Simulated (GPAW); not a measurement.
Here is a GPAW 26.7.0 calculation.

run.py

```python
import json
import numpy as np
from ase.dft.bandgap import bandgap
from ase.io import write
from ase.spacegroup import crystal
from gpaw import GPAW, PW
from gpaw.response.g0w0 import G0W0

# Pb 4a
# S 4b
atoms = crystal(['Pb', 'S'],
                basis=[[0.0, 0.0, 0.0],
                       [0.5, 0.0, 0.0]],
                spacegroup=225, setting=1,  # Fm-3m
                cellpar=[5.9315, 5.9315, 5.9315, 90.0, 90.0, 90.0],
                primitive_cell=True)

calc = GPAW(mode=PW(500),
            xc='LDA',
            kpts={'size': (4, 4, 4), 'gamma': True},
            occupations={'name': 'fermi-dirac', 'width': 0.05},
            nbands=19,
            convergence={'density': 1e-06},
            maxiter=100,
            txt='gpaw.txt')
atoms.calc = calc
energy = atoms.get_potential_energy()
calc.write('gs.gpw')
write('result.traj', atoms)
print(f'Energy: {energy:.6f} eV')
print('Fermi level:', round(calc.get_fermi_level(), 4), 'eV')
print(f'Gap: {bandgap(calc)[0]:.4f} eV, direct: {bandgap(calc, direct=True)[0]:.4f} eV')

calc.diagonalize_full_hamiltonian(nbands=221)
calc.write('full.gpw', mode='all')

ibz = calc.get_ibz_k_points()
kpts = list(range(len(ibz)))
gw = G0W0(calc='full.gpw',
          filename='gw',
          ecut=150,
          ecut_extrapolation=False,
          relbands=(-1, 1),
          kpts=kpts,
          integrate_gamma='WS',
          nbands=217,
          ppa=True)
gw.calculate()
results = {mode: {key: np.asarray(r[key]).tolist() for key in ['f', 'eps', 'vxc', 'exx', 'sigma', 'Z', 'qp', 'sigma_eskn']}
           for mode, r in gw.all_results.items()}
json.dump({'kpts': ibz[kpts].tolist(), 'results': results}, open('gw.json', 'w'))
for mode, r in results.items():
    f, qp = np.array(r['f']), np.array(r['qp'])
    print(mode, 'quasiparticle energies (eV):')
    print(qp.round(3))
    print(mode, 'gap:', round(qp[f < 0.5].min() - qp[f > 0.5].max(), 4), 'eV')
```

Potentials or basis: the program's PAW data sets (release 1.2.1) made for this functional, pw.

Command:

```console
$ OMP_NUM_THREADS=1 python run.py
```

Question: Estimate the quasiparticle gap.

Answer: 0.37 eV.

Question: Predict the least direct quasiparticle gap.

Answer: 0.37 eV.

Question: Estimate the band gap on the k mesh, mean-field level.

Answer: 0.19 eV, direct.

Caveat: the k mesh is coarse (spacing up to 0.46 Å⁻¹), so the values aren't converged; the long-wavelength limit can be off by a per cent or two; spin-orbit coupling is left out, which as a rule narrows the gap of such compounds by several tenths of an eV. A k mesh can miss the band edges.
